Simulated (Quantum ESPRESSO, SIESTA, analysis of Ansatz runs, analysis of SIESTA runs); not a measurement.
# B_i (4-fold void) in BAs (F-43m): levels and formation energies (SIESTA), part 3 of 3

Question: at which Fermi levels does B_i (4-fold void) in BAs (F-43m) change its charge? Model: a cell of 54 host atoms with 1 B put in.

SIESTA 5.4.2; SIESTA numerical-orbital DFT, PBEsol, DZP basis, PseudoDojo 0.4.1 potentials converted to PSML; charged supercells in a uniform background, point-charge correction with alignment at far sites.

So far. Step 2 (Band edges): The gap at this level is 1.38 eV.

## 3. Relaxing each charge state (continued)

Level of this step: SIESTA numerical-orbital DFT, PBEsol, DZP basis, PseudoDojo 0.4.1 potentials converted to PSML; relaxation of all atoms of a defect supercell (SIESTA).

Valence density in the ac plane at fractional y = 0.250, through the centre, with atoms of B within 0.45 Å of it. It is the smooth field of the valence electrons, not physical close to the nuclei.

Values in e/Å³, 13 rows by 16 columns, each cell a mean:
```
0.25 0.29 0.14 0.05 0.06 0.21 0.36 0.22 0.07 0.05 0.16 0.34 0.27 0.09 0.04 0.09
0.08 0.13 0.11 0.06 0.05 0.07 0.12 0.14 0.08 0.05 0.06 0.11 0.14 0.09 0.05 0.05
0.19 0.16 0.12 0.13 0.18 0.20 0.16 0.13 0.12 0.17 0.22 0.18 0.14 0.12 0.14 0.20
0.59 0.37 0.13 0.11 0.28 0.56 0.47 0.18 0.10 0.20 0.49 0.55 0.27 0.11 0.15 0.38
0.43 0.40 0.15 0.06 0.11 0.34 0.46 0.22 0.07 0.07 0.24 0.46 0.30 0.10 0.06 0.16
0.11 0.18 0.12 0.05 0.04 0.08 0.17 0.15 0.07 0.04 0.06 0.13 0.16 0.09 0.04 0.05
0.11 0.12 0.12 0.10 0.12 0.12 0.12 0.12 0.11 0.11 0.12 0.11 0.11 0.10 0.10 0.12
0.42 0.24 0.12 0.13 0.29 0.46 0.36 0.16 0.12 0.20 0.40 0.41 0.22 0.15 0.21 0.37
0.64 0.41 0.13 0.07 0.17 0.47 0.53 0.22 0.07 0.10 0.33 0.61 0.49 0.43 0.48 0.55
0.42 0.27 0.13 0.05 0.04 0.13 0.24 0.18 0.06 0.04 0.09 0.21 0.30 0.48 0.54 0.60
0.35 0.15 0.10 0.08 0.07 0.08 0.11 0.12 0.09 0.07 0.08 0.09 0.12 0.17 0.42 0.60
0.46 0.21 0.11 0.13 0.23 0.32 0.26 0.14 0.13 0.20 0.31 0.26 0.17 0.11 0.20 0.45
0.62 0.40 0.13 0.08 0.22 0.56 0.54 0.20 0.09 0.17 0.47 0.60 0.27 0.10 0.11 0.33
```
Columns run along a (10.2 Å), rows up along c (10.2 Å). Atoms in or near the plane, at fractional coordinates: B at (0.92, 0.25).

The states that were run, at 2×2×2 shifted by half a step, on 1 MPI rank of Intel Xeon Platinum 8375C at 2.90GHz (Ice Lake), shared host:

```csv
charge,moment (μB),outcome,structures computed,largest displacement of a host atom from its site (Å),lowest empty less highest filled level (eV),time
+1,0,converged,9,0.10,1.15,53 min
+3,0,converged,9,0.09,0.01,66 min
0,1,converged,7,0.15,-0.15,89 min
+2,1,converged,9,0.09,0.00,90 min
```

At charge +3, 0 and +2 filled and empty levels, counted over both spins and all k-points, touch or overlap: the last carrier shares a level or a band, or the held moment keeps an electron of one spin above an empty level of the other.

Against the host's sites the lattice moves most at charge 0 (0.15 Å); the smallest move among the states is 0.09 Å.

## 4. Corrections and levels

A charged cell interacts with its images and the background. The point-charge term, screened by the static dielectric constant, takes that out, and the potential far from the defect is aligned with the host's. Chemical potentials: As (grey arsenic (A7)) and B (alpha-rhombohedral (B12)), run alike.

By state, in eV; the first energy still holds the atoms taken out or put in:

```csv
charge,moment (μB),"energy over the host, electrons at the valence top",point-charge term,potential shift at far sites,its spread,correction
0,1,-73.355,0.000,-,-,0.000
+1,0,-74.566,0.226,-0.068,0.027,0.157
+2,1,-74.429,0.902,-0.115,0.020,0.672
+3,0,-74.148,2.029,-0.179,0.021,1.492
```

Potentials at atomic sites for charge +1, some of the atoms; distances and the model charge refer to the site on which the defect was built:

```csv
atom,distance from that site (Å),potential less the host's (eV),point-charge model (eV)
B7,1.987,-0.368,-0.280
As40,2.494,-0.333,-0.143
B19,4.017,-0.141,0.035
B39,4.025,-0.145,0.035
B51,4.028,-0.149,0.035
As20,4.171,-0.026,0.041
B17,5.241,0.041,0.063
B27,5.251,0.032,0.063
As18,5.382,-0.015,0.071
As52,5.387,-0.018,0.072
B35,6.255,0.028,0.093
```

Over the charge states the far sites scatter by a standard deviation of up to 0.03 eV about the model once its mean shift is taken off, which is the uncertainty of the alignment.

Limit set by the element alone; other compounds of these elements are not counted. Chemical potentials from the elements' reference states: As 0.00 eV, B -0.16 eV. Formation energy by charge state (As-rich; gap 1.38 eV):

```csv
charge,at valence top (eV),at conduction bottom (eV),correction included (eV)
+3,7.26,11.39,1.49
+2,6.15,8.91,0.67
+1,5.50,6.88,0.16
0,6.56,6.56,0.00
```

Fermi level (eV), lowest formation energy (eV) and a bar from the least value:
```
     0.00       5.50 
     0.13       5.63 ####
     0.25       5.75 #######
     0.38       5.88 ###########
     0.50       6.00 ##############
     0.63       6.13 ##################
     0.75       6.26 #####################
     0.88       6.38 #########################
     1.00       6.51 #############################
     1.13       6.56 ##############################
     1.25       6.56 ##############################
     1.38       6.56 ##############################
```

Limit set by the element alone; other compounds of these elements are not counted. Chemical potentials from the elements' reference states: B 0.00 eV, As -0.16 eV. Formation energies (B-rich), with the Fermi level at the valence top and at the conduction bottom (gap 1.38 eV):

```csv
charge,at valence top (eV),at conduction bottom (eV),correction included (eV)
+3,7.10,11.23,1.49
+2,5.99,8.75,0.67
+1,5.34,6.72,0.16
0,6.40,6.40,0.00
```

Fermi level (eV), lowest formation energy (eV) and a bar from the least value:
```
     0.00       5.34 
     0.13       5.47 ####
     0.25       5.59 #######
     0.38       5.72 ###########
     0.50       5.84 ##############
     0.63       5.97 ##################
     0.75       6.10 #####################
     0.88       6.22 #########################
     1.00       6.35 #############################
     1.13       6.40 ##############################
     1.25       6.40 ##############################
     1.38       6.40 ##############################
```

So at this level: (+3/+2) at -1.10 eV (-0.28 without the correction), (+2/+1) at -0.65 eV (-0.14 without the correction) and (+1/0) at 1.05 eV (1.21 without the correction), in a gap of 1.38 eV. (+3/+2) and (+2/+1) lie outside the gap, so the charge beyond is not the lowest at any Fermi level in the gap, within the error of the correction.

The charge transition levels (eV, zero at the valence-band top of the host):

```csv
,conduction bottom,valence top
B_i (4-fold void),1.38,0.00
```

```csv
,level,energy (eV)
B_i (4-fold void),(+1/0),1.05
```

## 5. Summary of results

```json
{
  "gap of the host (SIESTA, PBEsol)": "1.38 eV",
  "level (plus 1/0), SIESTA, PBEsol, DZP, 2×2×2": "1.05 eV above the valence top"
}
```

At the level trusted most (SIESTA, PBEsol, DZP, 2×2×2) the charge changes at 1.05 eV (+1/0) above the valence top, in a gap of 1.38 eV. Of the charges placed (0, +1, +2 and +3), the lowest changes at 1.05 eV (+1/0) above the valence top, in a gap of 1.38 eV. (+3/+2) and (+2/+1) reach a band edge before or after the correction; the carrier may then sit in a band, where the point-charge correction doesn't apply and the value depends on how these k-points fill the band, which is not corrected here. Only the charges 0, +1, +2 and +3 were placed; others may be stable too. What this leaves open: PBEsol makes the gap too small and tends to spread out bound carriers.

Comparison with the measured values:

| quantity | measured | PBEsol PseudoDojo, SIESTA |
| --- | --- | --- |
| band gap (gap on the k-mesh) (eV) | 1.82 | 1.38 (-0.44 eV) |

Measured values from arxiv:1911.11281 (2019).

Verdict: The band gap is off by -0.44 eV. Local and semilocal functionals usually give gaps below the measured ones. The computed gap is read on a k-mesh, which can miss the band edges. An optical gap can lie under the band gap by the exciton's binding. Zero-point and thermal motion shift the measured gap.

[Logs are printed without paths, hosts, clocks, repeated set-up lines and the standing remarks that a program may print on its own settings, such as how far it seeks lower states.]

[Hosts, paths, dates, database ids (printed as entryN), source tags and the programs' standing remarks are cut or masked in the printed files.]

[For some hosts the program warned that the k-mesh of the response run may be too coarse for force constants and the static dielectric constant; such warnings are not shown here.]

[Charge tables in the logs are Mulliken or Hirshfeld populations, whose sizes and signs can differ; where basis functions stand at a vacancy, SIESTA counts their charge against the missing atom's valence.]

[In relaxation paths of CP2K, step 0 can be the structure after the first move, since the trajectory file begins there, and the last row can be the final structure solved once more.]
